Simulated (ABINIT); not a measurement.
The system is Hf.

```xyz
1
Lattice="2.9138 0.0000 0.0000 0.0000 2.9138 0.0000 0.0000 0.0000 2.9138" Properties=species:S:1:pos:R:3 pbc="T T T"
Hf    1.4569    1.4569    1.4569
```

The cell was built by a generator and needn't be a form met in nature.

Base run:

- Program: ABINIT 10.8.3 (patched build)
- Functional: RPBE
- Potentials or basis: JTH PAW PBE v2.0
- Cutoff: 626 eV
- k mesh: 9 × 9 × 9
- Occupations: fermi-dirac, width 0.05 eV
- Spin: no spin polarisation

Its results: band gap on the k mesh none (metal or under the smearing width); pressure 2.1 GPa.

Question: The run is repeated on the same cell with these changes: functional from RPBE to PBEsol. What comes out?

Answer: Band gap on the k mesh none (metal or under the smearing width); pressure -3.9 GPa.

PBEsol binds more tightly than RPBE, so the same cell stands under less pressure.

Caveats: the PAW data sets were made with another functional, which shifts forces and pressure a little.
